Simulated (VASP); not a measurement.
# SnTe (Fm-3m) in VASP: further runs

Aim: see how the results for SnTe move with the level of theory and the settings. Levels: PBEsol, RPBE, PBE+D3(BJ). Tasks: relaxation of cell and atoms.

Program: VASP 6.6.1. These are calculated values, not measurements. Logs are shortened: lines on timing, memory, paths and dates and some standing lists are left out, and cuts for length are marked.

### 1 The crystal as given

The structure is cubic, space group Fm-3m (No. 225). Conventional cell: a = 6.290 Å, b = 6.290 Å, c = 6.290 Å, α = 90.00°, β = 90.00°, γ = 90.00°. Sn (site symmetry m-3m) is surrounded by 6 Te at 3.14 Å. Around Te (site symmetry m-3m) lie 6 Sn at 3.14 Å.

### 2 Relaxation of cell and atoms, PBEsol

The input, INCAR:

```
SYSTEM = SnTe
PREC     = Accurate       ! precision mode
ENCUT    = 600            ! plane-wave cutoff, eV
EDIFF    = 1E-7           ! SCF threshold, eV
ISMEAR   = 0              ! smearing method
SIGMA    = 0.03           ! smearing width, eV
LREAL    = .FALSE.        ! projectors in reciprocal space
LASPH    = .TRUE.         ! aspherical terms in the spheres
NELM     = 80             ! most SCF steps
ALGO     = Normal         ! electronic algorithm
ISIF     = 3              ! what is computed and relaxed
LWAVE    = .FALSE.        ! write WAVECAR
LCHARG   = .FALSE.        ! write CHGCAR
GGA      = PS             ! functional
IBRION   = 2              ! ionic algorithm
NSW      = 90             ! ionic steps
EDIFFG   = -0.005         ! ionic threshold
KPAR     = 4
```

The input, KPOINTS:

```
Automatic mesh
0
G
  10 10 10
  0 0 0
```

The input, POSCAR:

```
SnTe                                    
1.0
    0.0000000000      3.1448388752      3.1448388752
    3.1448388752     -0.0000000000      3.1448388752
    3.1448388752      3.1448388752      0.0000000000
  Sn              Te            
     1     1
Direct
     0.0000000000000000    0.0000000000000000    0.0000000000000000
     0.5000000000000000    0.5000000000000000    0.5000000000000000
```

Potentials or basis: VASP PAW PBE potentials, release 64 (Sn_d, Te).

Run with:

```bash
$ cat potpaw_PBE.64/Sn_d/POTCAR potpaw_PBE.64/Te/POTCAR > POTCAR
$ mpirun -np 4 vasp_std > vasp.out
```

OUTCAR:

```text
SYSTEM = SnTe
   PREC = Accurate
   ENCUT = 600
   EDIFF = 1E-7
   ISMEAR = 0
   LREAL = .FALSE.
   LASPH = .TRUE.
   NELM = 80
   ISIF = 3
   GGA = PS
   IBRION = 2
   NSW = 90
   EDIFFG = -0.005

 ion  position               nearest neighbor table
   1  0.000  0.000  0.000-   2 3.14   2 3.14   2 3.14   2 3.14   2 3.14   2 3.14
   2  0.500  0.500  0.500-   1 3.14   1 3.14   1 3.14   1 3.14   1 3.14   1 3.14

  LATTYP: Found a face centered cubic cell.
 ALAT       =     6.2896777504

  Lattice vectors:

 A1 = (   0.0000000000,   3.1448388752,   3.1448388752)
 A2 = (   3.1448388752,   0.0000000000,   3.1448388752)
 A3 = (   3.1448388752,   3.1448388752,   0.0000000000)

Analysis of symmetry for initial positions (statically):
=====================================================================
 Subroutine PRICEL returns:
 Original cell was already a primitive cell.

 Routine SETGRP: Setting up the symmetry group for a
 face centered cubic supercell.

 Subroutine GETGRP returns: Found 48 space group operations
 (whereof 48 operations were pure point group operations)
 out of a pool of 48 trial point group operations.

The static configuration has the point symmetry O_h .

Analysis of symmetry for dynamics (positions and initial velocities):
=====================================================================
 Subroutine PRICEL returns:
 Original cell was already a primitive cell.

 Routine SETGRP: Setting up the symmetry group for a
 face centered cubic supercell.

 Subroutine GETGRP returns: Found 48 space group operations
 (whereof 48 operations were pure point group operations)
 out of a pool of 48 trial point group operations.

The dynamic configuration has the point symmetry O_h .

 Subroutine INISYM returns: Found 48 space group operations
 (whereof 48 operations are pure point group operations),
 and found     1 'primitive' translations

----------------------------------------------------------------------------------------

                                     Primitive cell

  volume of cell :      62.2050

  direct lattice vectors                    reciprocal lattice vectors
     0.000000000  3.144838875  3.144838875    -0.158990657  0.158990657  0.158990657
     3.144838875  0.000000000  3.144838875     0.158990657 -0.158990657  0.158990657
     3.144838875  3.144838875  0.000000000     0.158990657  0.158990657 -0.158990657

  length of vectors
[... 95 lines left out ...]
   EMIN   =  10.00;   EMAX   =-10.00  energy-range for DOS
   EFERMI =   0.00;   METHOD = LEGACY
   ISMEAR =     0;   SIGMA  =   0.03  broadening in eV -4-tet -1-fermi 0-gaus
   EFERMI_NEDOS =   21; number of points for ismear=-14 and -15
   IALGO  =     38    algorithm
   IMIX   =      4    mixing-type and parameters
     AMIX     =   0.40;   BMIX     =  1.00
     AMIX_MAG =   1.60;   BMIX_MAG =  1.00
  volume/ion in A,a.u.               =      31.10       209.89
  Fermi-wavevector in a.u.,A,eV,Ry     =   1.121527  2.119379 17.113721  1.257823
  Thomas-Fermi vector in A             =   2.258181
   LORBIT       =      0    0 simple, 1 ext, 2 COOP (PROOUT), +10 PAW based schemes
   GGA     = PS    functional components
   LHFCALC =     F    Hartree Fock is set to
   AEXX    =    0.0000 exact exchange contribution
   IVDW    =     0    specifies the selected vdW correction
   LEPSILON=     F    determine dielectric tensor
   LRPA    =     F    only Hartree local field effects (RPA)
 conjugate gradient relaxation of ions
 non-spin polarized calculation
 Gauss-broadening in eV      SIGMA  =   0.03
  energy-cutoff  :      600.00
  volume of cell :       62.20
 maximum number of plane-waves:      2092
   NGX = 17   NGY = 17   NGZ = 17

 number of electron      19.9999998 magnetization

 Free energy of the ion-electron system (eV)
  ---------------------------------------------------
  ext. energy  EPLUGINS =         0.00000000
  ---------------------------------------------------
  free energy    TOTEN  =        -8.33932301 eV

  energy without entropy =       -8.33932288  energy(sigma->0) =       -8.33932294

 E-fermi :   6.9010     XC(G=0):  -9.6785

 val. band max:        6.8215705259   @ k =   0.5000   0.0000   0.0000
 cond. band min:       6.9804549519   @ k =   0.5000   0.0000   0.0000
 fundamental gap:      0.1588844260
 Fermi energy:         6.9010126128

 k-point     1 :       0.0000    0.0000    0.0000
  band No.  band energies     occupation
      1     -14.9090      2.00000
      2     -14.9090      2.00000
      3     -14.9018      2.00000
      4     -14.9018      2.00000
      5     -14.9018      2.00000
      6      -5.9866      2.00000
      7       2.1867      2.00000
      8       4.7283      2.00000
      9       4.7283      2.00000
     10       4.7283      2.00000
     11      10.2205      0.00000
     12      10.2205      0.00000
     13      10.2205      0.00000
     14      11.5816      0.00000
[... 377 lines left out ...]
      1     -14.9226      2.00000
      2     -14.9059      2.00000
      3     -14.9044      2.00000
      4     -14.8932      2.00000
      5     -14.8928      2.00000
      6      -4.7786      2.00000
      7      -0.0522      2.00000
      8       2.8666      2.00000
      9       3.4499      2.00000
     10       3.6603      2.00000
     11       9.4944      0.00000
     12      10.7329      0.00000
     13      10.8419      0.00000
     14      11.2234      0.00000

 [... further k-points ...]

------------------------ aborting loop because EDIFF is reached ----------------------------------------

  FORCE on cell =-STRESS in cart. coord.  units (eV):
  Direction    XX          YY          ZZ          XY          YZ          ZX
  --------------------------------------------------------------------------------------
  -------------------------------------------------------------------------------------
  Total       -0.0031090     -0.0031090     -0.0031090     -0.0000000      0.0000000     -0.0000000
  in kB       -0.0800755     -0.0800755     -0.0800755     -0.0000000      0.0000000     -0.0000000
  external PRESSURE =      -0.0800755 kB  Pullay stress =       0.0000000 kB

 VOLUME and BASIS-vectors are now :
 -----------------------------------------------------------------------------
  energy-cutoff  :      600.00
  volume of cell :       62.20
      direct lattice vectors                 reciprocal lattice vectors
     0.000000000  3.144838875  3.144838875    -0.158990657  0.158990657  0.158990657
     3.144838875  0.000000000  3.144838875     0.158990657 -0.158990657  0.158990657
     3.144838875  3.144838875  0.000000000     0.158990657  0.158990657 -0.158990657

 POSITION                                       TOTAL-FORCE (eV/Angst)
 -----------------------------------------------------------------------------------
      0.00000      0.00000      0.00000        -0.000000      0.000000     -0.000000
      3.14484      3.14484      3.14484         0.000000     -0.000000      0.000000
 -----------------------------------------------------------------------------------
    total drift:                               -0.000000      0.000000      0.000000

  FREE ENERGIE OF THE ION-ELECTRON SYSTEM (eV)
  ---------------------------------------------------
  free  energy   TOTEN  =        -8.3393230051 eV

  energy  without entropy=       -8.3393228832  energy(sigma->0) =       -8.33932294

 reached required accuracy - stopping structural energy minimisation
```

CONTCAR:

```text
SnTe
   1.00000000000000
     0.0000000000000000    3.1448388752000001    3.1448388752000001
     3.1448388752000001    0.0000000000000000    3.1448388752000001
     3.1448388752000001    3.1448388752000001    0.0000000000000000
  Sn              Te
     1     1
Direct
     0.0000000000000000    0.0000000000000000    0.0000000000000000
     0.5000000000000000    0.5000000000000000    0.5000000000000000

  0.00000000E+00  0.00000000E+00  0.00000000E+00
  0.00000000E+00  0.00000000E+00  0.00000000E+00
```

Wall time 8.4 s (4 MPI ranks of Intel Xeon 6975P-C (Granite Rapids), shared host); peak memory 0.23 GiB.

What came out:

- Free energy: -8.3393 eV
- Pressure after relaxing: 0.0 GPa
- Band gap on the k mesh: 0.16 eV, direct

Final structure:
```
CELL_PARAMETERS angstrom
0.00000 3.14484 3.14484
3.14484 0.00000 3.14484
3.14484 3.14484 0.00000
ATOMIC_POSITIONS crystal
Sn 0.00000 0.00000 0.00000
Te 0.50000 0.50000 0.50000
```

Caveat: the relaxation stopped at its first step, so nothing moved; the PAW data sets were made with another functional, which shifts forces and pressure a little; spin-orbit coupling is left out, which moves the levels of the heavy elements. A k mesh can miss the band edges.

### 3 Relaxation of cell and atoms, RPBE

This run uses another cell than the first one, of 31.28 Å³/atom, 1.006 times its volume.

The input, INCAR:

```
ALGO     = Normal         # electronic algorithm
EDIFF    = 1E-6           # SCF threshold, eV
EDIFFG   = -0.01          # ionic threshold
ENCUT    = 600            # plane-wave cutoff, eV
GGA      = RP             # functional
IBRION   = 2              # ionic algorithm
ISIF     = 3              # what is computed and relaxed
ISMEAR   = 0              # smearing method
LASPH    = T              # aspherical terms in the spheres
LCHARG   = F              # write CHGCAR
LREAL    = F              # projectors in reciprocal space
LWAVE    = F              # write WAVECAR
NELM     = 80             # most SCF steps
NSW      = 90             # ionic steps
PREC     = Accurate       # precision mode
SIGMA    = 0.03           # smearing width, eV
```

The input, KPOINTS:

```
k-points
0
Gamma
  10 10 10
```

The input, POSCAR:

```
SnTe
1.0
    0.0000000000      3.1508500000      3.1508500000
    3.1508500000      0.0000000000      3.1508500000
    3.1508500000      3.1508500000      0.0000000000
Sn Te
1 1
Direct
    0.0000000000      0.0000000000      0.0000000000
    0.5000000000      0.5000000000      0.5000000000
```

Potentials or basis: VASP PAW PBE potentials, release 64 (Sn_d, Te).

Run with:

```bash
$ cat potpaw_PBE.64/Sn_d/POTCAR potpaw_PBE.64/Te/POTCAR > POTCAR
$ mpirun -np 1 vasp_std > vasp.out
```

It took 41 s on 1 thread of Intel Xeon 6975P-C (Granite Rapids), shared host; peak memory 0.25 GiB.

The run converged. Its results:

- Free energy: -6.8752 eV
- Relaxed volume: 34.05 Å³/atom
- Relaxed cell: a = 4.584 Å, b = 4.584 Å, c = 4.584 Å, α = 60.00°, β = 60.00°, γ = 60.00°
- Space group after relaxing (to 0.05 Å): Fm-3m (No. 225)
- Energy gained by relaxing: 29.9 meV/atom
- Ionic steps: 3
- Pressure after relaxing: 0.0 GPa
- Band gap on the k mesh: 0.17 eV, direct

The path:
```
step  energy change (eV)  largest force (eV/Å)  pressure (GPa)  volume (Å³)
   1              0.0000                0.0000            3.70        62.56
   2             -0.0574                0.0000           -0.62        69.34
   3             -0.0598                0.0000            0.01        68.10
```

Final structure:
```
Sn Te
1.0
     0.00000    3.24127    3.24127
     3.24127    0.00000    3.24127
     3.24127    3.24127    0.00000
Sn Te
1 1
Cartesian
  0.0000 0.0000 0.0000
  3.2413 3.2413 3.2413
```

Levels at points of the mesh, in eV from the valence-band top:
```tsv
k point	band 8	band 9	band 10	band 11	band 12	band 13
(0.00, 0.00, 0.00)	-1.88	-1.88	-1.88	3.25	3.25	3.25
(0.50, 0.00, 0.00)	-1.56	-1.56	0.00	0.17	0.56	0.56
(0.50, 0.50, 0.00)	-4.93	-3.29	-3.29	2.61	4.60	4.60
```

Caveat: the PAW data sets were made with another functional, which shifts forces and pressure a little; spin-orbit coupling is left out, which moves the levels of the heavy elements. RPBE and its kin give volumes clearly too large for solids.

### 4 Relaxation of cell and atoms, RPBE

This run uses another cell than the first one, of 34.05 Å³/atom, 1.095 times its volume.

Changes to INCAR since step 3:

```diff
@@ -1,4 +1,4 @@
 ALGO     = Normal         # electronic algorithm
-EDIFF    = 1E-6           # SCF threshold, eV
-EDIFFG   = -0.01          # ionic threshold
+EDIFF    = 1E-7           # SCF threshold, eV
+EDIFFG   = -0.005         # ionic threshold
 ENCUT    = 600            # plane-wave cutoff, eV
```

KPOINTS is that of step 3.

The input, POSCAR:

```
SnTe                                    
1.0
    0.0000000000      3.2412698058      3.2412698058
    3.2412698058     -0.0000000000      3.2412698058
    3.2412698058      3.2412698058      0.0000000000
  Sn              Te            
     1     1
Direct
     0.0000000000000000    0.0000000000000000    0.0000000000000000
     0.5000000000000000    0.5000000000000000    0.5000000000000000
```

Potentials or basis: VASP PAW PBE potentials, release 64 (Sn_d, Te).

Run with:

```bash
$ cat potpaw_PBE.64/Sn_d/POTCAR potpaw_PBE.64/Te/POTCAR > POTCAR
$ mpirun -np 1 vasp_std > vasp.out
```

OUTCAR:

```text
EDIFF = 1E-7
   EDIFFG = -0.005
   ENCUT = 600
   GGA = RP
   IBRION = 2
   ISIF = 3
   ISMEAR = 0
   LASPH = T
   LREAL = F
   NELM = 80
   NSW = 90
   PREC = Accurate

 ion  position               nearest neighbor table
   1  0.000  0.000  0.000-   2 3.24   2 3.24   2 3.24   2 3.24   2 3.24   2 3.24
   2  0.500  0.500  0.500-   1 3.24   1 3.24   1 3.24   1 3.24   1 3.24   1 3.24

  LATTYP: Found a face centered cubic cell.
 ALAT       =     6.4825396116

  Lattice vectors:

[... 599 lines left out ...]

  FORCE on cell =-STRESS in cart. coord.  units (eV):
  Direction    XX          YY          ZZ          XY          YZ          ZX
  --------------------------------------------------------------------------------------
  -------------------------------------------------------------------------------------
  Total        0.0087942      0.0087942      0.0087942      0.0000000      0.0000000      0.0000000
  in kB        0.2068861      0.2068861      0.2068861      0.0000000      0.0000000      0.0000000
  external PRESSURE =       0.2068861 kB  Pullay stress =       0.0000000 kB

 VOLUME and BASIS-vectors are now :
 -----------------------------------------------------------------------------
  energy-cutoff  :      600.00
  volume of cell :       68.10
      direct lattice vectors                 reciprocal lattice vectors
     0.000000000  3.241269806  3.241269806    -0.154260531  0.154260531  0.154260531
     3.241269806  0.000000000  3.241269806     0.154260531 -0.154260531  0.154260531
     3.241269806  3.241269806  0.000000000     0.154260531  0.154260531 -0.154260531

 POSITION                                       TOTAL-FORCE (eV/Angst)
 -----------------------------------------------------------------------------------
      0.00000      0.00000      0.00000        -0.000000      0.000000     -0.000000
      3.24127      3.24127      3.24127         0.000000     -0.000000      0.000000
 -----------------------------------------------------------------------------------
    total drift:                                0.000000     -0.000000     -0.000000

  FREE ENERGIE OF THE ION-ELECTRON SYSTEM (eV)
  ---------------------------------------------------
  free  energy   TOTEN  =        -6.8756841614 eV

  energy  without entropy=       -6.8756841327  energy(sigma->0) =       -6.87568415

 reached required accuracy - stopping structural energy minimisation
```

CONTCAR:

```text
SnTe
   1.00000000000000
     0.0000000000000000    3.2412698058000000    3.2412698058000000
     3.2412698058000000    0.0000000000000000    3.2412698058000000
     3.2412698058000000    3.2412698058000000    0.0000000000000000
  Sn              Te
     1     1
Direct
     0.0000000000000000    0.0000000000000000    0.0000000000000000
     0.5000000000000000    0.5000000000000000    0.5000000000000000

  0.00000000E+00  0.00000000E+00  0.00000000E+00
  0.00000000E+00  0.00000000E+00  0.00000000E+00
```

Run time: 28 s. Hardware: 1 thread of Intel Xeon 6975P-C (Granite Rapids), shared host; peak memory 0.27 GiB.

Results:

- Free energy: -6.8757 eV
- Pressure after relaxing: 0.0 GPa
- Band gap on the k mesh: 0.17 eV, direct

Final structure:
```yaml
crystal:
  lattice:
    - [0.00000, 3.24127, 3.24127]
    - [3.24127, 0.00000, 3.24127]
    - [3.24127, 3.24127, 0.00000]
  atoms:
    - { symbol: Sn, position: [0.00000, 0.00000, 0.00000] }
    - { symbol: Te, position: [0.50000, 0.50000, 0.50000] }
```

Levels at points of the mesh, in eV from the valence-band top:
```csv
k point,band 6,band 7,band 8,band 9,band 10,band 11,band 12,band 13,band 14
"(0.00, 0.00, 0.00)",-12.13,-4.88,-1.88,-1.88,-1.88,3.25,3.25,3.25,4.96
"(0.50, 0.00, 0.00)",-11.06,-7.83,-1.56,-1.56,0.00,0.17,0.56,0.56,7.73
"(0.50, 0.50, 0.00)",-10.83,-6.32,-4.93,-3.29,-3.29,2.61,4.60,4.60,5.87
```

Caveat: the relaxation stopped at its first step, so nothing moved; the PAW data sets were made with another functional, which shifts forces and pressure a little; spin-orbit coupling is left out, which moves the levels of the heavy elements. A k mesh can miss the band edges.

[end of part 1 of 2]
